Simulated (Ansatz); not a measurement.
Relaxing boron (simple cubic)

These are results of DFT, PBE, plane waves (420 eV) with PAW, scalar-relativistic in Ansatz, not measurements.

k-point mesh 16×16×16, Fermi-Dirac smearing 0.1 eV, no spin polarisation. Cell and atoms relax.

Starting structure:

```
CELL_PARAMETERS angstrom
1.92005 0.00000 0.00000
0.00000 1.92005 0.00000
0.00000 0.00000 1.92005
ATOMIC_POSITIONS crystal
B 0.00000 0.00000 0.00000
```

Problem. What cell does the relaxation end in?

Solution. Pm-3m with a = 1.884 Å; 6.69 Å³ per atom against 7.08 at the start (-5.5 %).

Problem. How much energy does the relaxation gain?

Solution. 15.5 meV per atom.

Path of the relaxation (the plane waves are chosen anew near the end, which can shift the energy a little):

```tsv
step	E − E(final) (meV/atom)	V (Å³/atom)	P (GPa)	max force (eV/Å)
0	15.47	7.078	-12.08	0.000
1	2.38	6.846	-5.25	0.000
2	-0.48	6.677	0.43	0.000
3	-0.48	6.689	-0.01	0.000
4	0.01	6.689	-0.09	0.000
5	0.00	6.687	0.00	0.000
6	0.00	6.687	0.00	0.000
```
